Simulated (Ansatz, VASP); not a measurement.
**One calculation of As, two programs**

```
CELL_PARAMETERS angstrom
6.46406 0.00000 0.00000
0.00000 6.46406 0.00000
0.00000 0.00000 6.46406
ATOMIC_POSITIONS crystal
As 0.00000 0.00000 0.00000
As 0.50000 0.00000 0.50000
As 0.50000 0.50000 0.00000
As 0.00000 0.50000 0.50000
As 0.60759 0.89241 0.10759
As 0.89241 0.10759 0.60759
As 0.10759 0.60759 0.89241
As 0.39241 0.39241 0.39241
As 0.60759 0.60759 0.60759
As 0.89241 0.39241 0.10759
As 0.10759 0.89241 0.39241
As 0.39241 0.10759 0.89241
```

Alike in both runs: functional PBE; k mesh 4 × 4 × 4; occupations gaussian, width 0.1 eV; no spin polarisation.

Ansatz relaxed the structure, and its values are those at the end. VASP's run is a single point on that final structure, the one shown.

|  | VASP | Ansatz |
| --- | --- | --- |
| version | VASP 6.6.1 | Ansatz 0.2.0 |
| potentials or method | VASP PAW PBE potentials, release 64 (As) | scalar-relativistic, plane waves, PAW |
| plane-wave cutoff (eV) | 520 | 420 |
| valence electrons in the cell | 60 | 180 |

Ansatz gave:

| Property | Result |
| --- | --- |
| gap on the k mesh at the Fermi level (eV) | none |
| pressure (GPa) | 0.2 |
| rms of the force components (eV/Å) | 0.001 |

What did VASP give for the same quantities?

gap on the k mesh at the Fermi level (eV): none; pressure (GPa): 0.3; rms of the force components (eV/Å): 0.018.

A gap of «none» marks a metal or a gap that the smearing closes. The two sets of potentials don't hold the same shells in valence.
